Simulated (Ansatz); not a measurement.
What strain does to Si (lonsdaleite)

Si, lonsdaleite, relaxed with r2SCAN in the PAW code Ansatz. It is hexagonal, P6_3/mmc (No. 194); conventional cell a = 3.832 Å, c = 6.341 Å, 20.16 Å³ an atom. Si has 4 Si at 2.35–2.37 Å.

The axes x, y and z are those of this cell:
```
CELL_PARAMETERS angstrom
3.83213 0.00000 0.00000
-1.91606 3.31872 0.00000
0.00000 0.00000 6.34122
ATOMIC_POSITIONS crystal
Si 0.33333 0.66667 0.00056
Si 0.66667 0.33333 0.50056
Si 0.33333 0.66667 0.37444
Si 0.66667 0.33333 0.87444
```

Unstrained: The PBE gap is indirect, 0.425 eV (Γ to M), below the direct gap of 1.037 eV at Γ. The r2SCAN gap is indirect, 0.608 eV (Γ to M), below the direct gap of 1.362 eV at Γ. The HSE06 gap is indirect, 0.972 eV (Γ to M), below the direct gap of 1.696 eV at Γ. Meshes: PBE 12×12×4, r2SCAN 12×12×4, HSE06 6×6×4. Strains are changes of length per length. After each strain the atoms were relaxed again with r2SCAN within the symmetry that the strain leaves, so tilts or polar shifts that break it weren't tested; points keep the names that they have in the unstrained zone. The values are computed, spin-unpolarised, and not measurements.

Changes of the least gap in eV (an overlap counts as a negative gap):

| strain | volume change (%) | space group | PBE | r2SCAN | HSE06 | energy rise, r2SCAN (meV/atom) |
| --- | --- | --- | --- | --- | --- | --- |
| biaxial -1.67 % in x and y, z held | -3.3 | P6_3/mmc | -0.031 | -0.027 | -0.031 | 9.2 |
| uniaxial +1.87 % along x | +1.9 | Cmcm | -0.200 | -0.217 | -0.212 | 4.2 |

Biaxial -1.67 % in x and y, z held. HSE06: the gap goes from 0.972 to 0.941 eV (-0.031 eV); with r2SCAN the top three valence levels at Γ, grouped 2+1 from the top over 377 meV, become 2+1 over 569 meV. Stress change with r2SCAN, compression positive: xx +4.50, yy +4.50, zz +1.36 GPa.

Uniaxial +1.87 % along x, other directions held. HSE06: the gap goes from 0.972 to 0.760 eV (-0.212 eV); with r2SCAN the top three valence levels at Γ, grouped 2+1 from the top over 377 meV, become 1+1+1 over 368 meV. Stress change with r2SCAN, compression positive: xx -3.55, yy -0.94, zz -0.62 GPa.

The meshes of the hybrids are coarse, so their gaps aren't converged to the digits shown.

The splittings at Γ are without spin-orbit coupling, which regroups them where it is of like size or larger.
